Six density functionals were applied to the same crystal of lead telluride, PbTe, with the atoms and the cell edges held fixed. The only result listed is the pressure that each functional finds in that cell.

GPAW 26.7.0, plane-wave PAW DFT without spin polarisation or dispersion correction, for PbTe (Fm-3m, 2 atoms per cell) at a fixed cubic edge of 6.462 Å. The plane-wave cutoff is 600 eV, the k mesh 6 × 6 × 6 and the Fermi-Dirac smearing 0.05 eV. Pressure is positive in compression and doesn't include spin-orbit coupling.

```
functional                                           potentials  pressure (GPa)
    revPBE                 GPAW-PAW-data-sets-(gpaw-data-1.2.1)           2.960
      BLYP  PAW-data-sets-made-by gpaw-setup-for-the-functional           5.080
    PBEint  PAW-data-sets-made-by gpaw-setup-for-the-functional          -0.020
      SCAN                 GPAW-PAW-data-sets-(gpaw-data-1.2.1)           0.500
      TASK                 GPAW-PAW-data-sets-(gpaw-data-1.2.1)           6.510
     mBEEF                 GPAW-PAW-data-sets-(gpaw-data-1.2.1)           0.400
```

1. What does a pressure mean when nothing squeezes the crystal?

It is the slope of the total energy with volume, taken at the given cell:

P = −dE/dV

Here P is the pressure, E the energy and V the volume. A positive value means that the energy would fall if the crystal grew, so the functional prefers a larger cell than the one it was given. The column therefore compares preferred sizes, although no cell was relaxed.

2. Which functionals want a larger cell, and does the type of functional decide it?

TASK asks for the most room, followed by BLYP and revPBE, while SCAN, mBEEF and PBEint are nearly content. The type doesn't decide it. The first three rows are gradient-corrected functionals (GGAs), which see the density and its gradient; the last three are meta-GGAs, which also see the kinetic energy density of the electrons. Each group holds a member near zero and a member above 5 GPa. A higher rung adds an ingredient, and the result depends on how that ingredient is used.

3. How much larger would the crystal become?

The bulk modulus B says how fast the pressure drops as the volume grows. The pressure is used up when the volume has grown by the fraction P/B, and the cell edge a grows by a third of that:

Δa/a ≈ P/(3B)

With a rough recalled B of 40 GPa for PbTe, revPBE gives 2.96/(3 × 40) ≈ 0.025, an edge about 2.5% longer. The Murnaghan equation, which lets the crystal stiffen under compression, gives 2.2%. For TASK the two forms are further apart, at 5.4% and 4.3%, because the straight-line step is now long. These are estimates of size, since neither the stiffness nor the relaxed cell was calculated with any of the functionals.

4. Why should one GGA prefer a larger crystal than another?

When the crystal is stretched, the density between the atoms thins out and varies more strongly relative to its own size. The reduced gradient s measures this variation. A GGA multiplies the exchange energy of a uniform electron gas, which is negative, by a factor that grows with s. The faster the factor grows, the more energy is gained by stretching, and the higher is the pressure in a fixed cell.

The defining formulas agree with this picture for PBEint and revPBE. Between s = 0.5 and s = 1, a range common in solids, the factor for PBEint rises from 1.03 to 1.12, and that for revPBE from 1.05 to 1.19. PBEint was built to be gentle at small gradients, and its pressure is 3 GPa lower. Its correlation also has a weaker gradient term, but that is expected to raise the pressure rather than lower it. For a neighbouring GGA with similar correlation, the steepness of its exchange factor is thus the first thing to look at.

5. Does the same argument explain why BLYP lies above revPBE?

Not clearly. Both exchange factors start at 1 for s = 0. That of BLYP is slightly ahead of that of revPBE at s = 0.5 but slightly behind at s = 1, so it rises faster at first and more slowly afterwards. These small differences pull in opposite directions, yet the pressure of BLYP is 2.1 GPa higher. Correlation is the likely source of the difference: revPBE keeps a form tied to the uniform electron gas, whereas the LYP part of BLYP was derived from the helium atom and doesn't reproduce that gas. A run that joined the exchange of BLYP to the correlation of revPBE would test this. The atomic data sets of revPBE also differ in origin from those of BLYP and PBEint, and the share of this in both comparisons is unknown.

6. Why does TASK stand so far from the other two meta-GGAs?

The aims of the three functionals offer a plausible answer. SCAN was built to satisfy many exact conditions at once, and mBEEF was fitted to data that included solids. TASK was designed to give good band gaps, and nothing in that aim secures a good cell size. Before spin-orbit coupling is added, TASK also has by far the widest band gap of the six. That is not a sufficient explanation, since the gap alone doesn't fix the pressure: at the same level BLYP and SCAN have gaps within 0.05 eV of each other, but their pressures differ by 4.6 GPa.

The TASK value also carries a technical doubt, which SCAN and mBEEF share. Meta-GGA runs in this program normally use atomic data sets made for another functional, and the total energy of TASK, +83 eV per cell where the GGAs give −7 to −8 eV, fits such a mismatch. The total energies of SCAN and mBEEF are also far from those of the GGAs. That of mBEEF is even further off than that of TASK, although its pressure is low, so the size of the offset is no measure of the error in the pressure. A constant offset drops out of the slope dE/dV, but a core that doesn't match the functional may also alter the slope. The high pressure of TASK is therefore safer as a direction than as a number.

7. Is PBEint the best functional here because its pressure is almost zero?

Zero is not quite the right target. The cell is close to the size that PbTe has at room temperature, where the vibrating atoms push outwards. The calculation holds the atoms still and leaves this push out. Its size follows roughly from the linear thermal expansion α and the temperature T:

P(vibrations) ≈ 3αBT

With α of about 2 × 10⁻⁵ per kelvin, again a recalled value, this gives 0.7 GPa at 300 K. An ideal calculation with resting atoms should therefore show about −0.7 GPa, so that the two cancel. PBEint still comes closest, but by this measure it too prefers a slightly large cell.

Spin-orbit coupling, which is strong in lead and tellurium, could move the target again. It was added only after the density had been settled, so it changes the gaps but enters none of the pressures. Its effect on the cell size would need a calculation that includes it in the energy at several volumes.

8. Which digits can be trusted?

The division into three functionals near zero and three at about 3 GPa or more is the firmest result, since a wide gap separates the two groups. Even so, the effects of the atomic data sets and of spin-orbit coupling on it were not measured. The decimals have no such standing, because the pressures were not repeated with a higher plane-wave cutoff or a denser k mesh. SCAN and mBEEF differ by 0.1 GPa, which amounts to about 0.005 Å in the cell edge, and they should be read as equal. The output below lists the estimated cell edges for all six rows and the exchange factors of the three GGAs; no constant in them was adjusted to the pressures.

The analysis program printed:

```
Estimated shift of the cell edge:
     row  pressure GPa  linear shift %  Murnaghan shift %  Murnaghan edge A  first-order energy gain for 1% longer edge meV per cell
  revPBE          2.96           2.467              2.184             6.603                                                    37.39
    BLYP          5.08           4.233              3.482             6.687                                                    64.17
  PBEint         -0.02        -0.01667           -0.01668             6.461                                                  -0.2526
    SCAN           0.5          0.4167             0.4074             6.488                                                    6.316
    TASK          6.51           5.425              4.267             6.738                                                    82.23
   mBEEF           0.4          0.3333             0.3274             6.483                                                    5.053
Lowest GGA pressure (GPa): -0.02
Highest GGA pressure (GPa): 5.08
Lowest meta-GGA pressure (GPa): 0.4
Highest meta-GGA pressure (GPa): 6.51
Mean GGA less mean meta-GGA pressure (GPa): 0.2033
revPBE less PBEint (GPa): 2.98
BLYP less revPBE (GPa): 2.12
TASK less SCAN (GPa): 6.01
SCAN less mBEEF (GPa): 0.1
Edge shift that SCAN less mBEEF stands for (A): 0.005385
SCAN gap less BLYP gap (eV): 0.044
BLYP pressure less SCAN pressure (GPa): 4.58
PBEint exchange enhancement less 1 at s 0.5: 0.03002
revPBE exchange enhancement less 1 at s 0.5: 0.05259
BLYP exchange enhancement less 1 at s 0.5: 0.05708
PBEint exchange enhancement less 1 at s 1: 0.1167
revPBE exchange enhancement less 1 at s 1: 0.1859
BLYP exchange enhancement less 1 at s 1: 0.1783
Rough outward pressure of vibrations at 300 K (GPa): 0.72
```
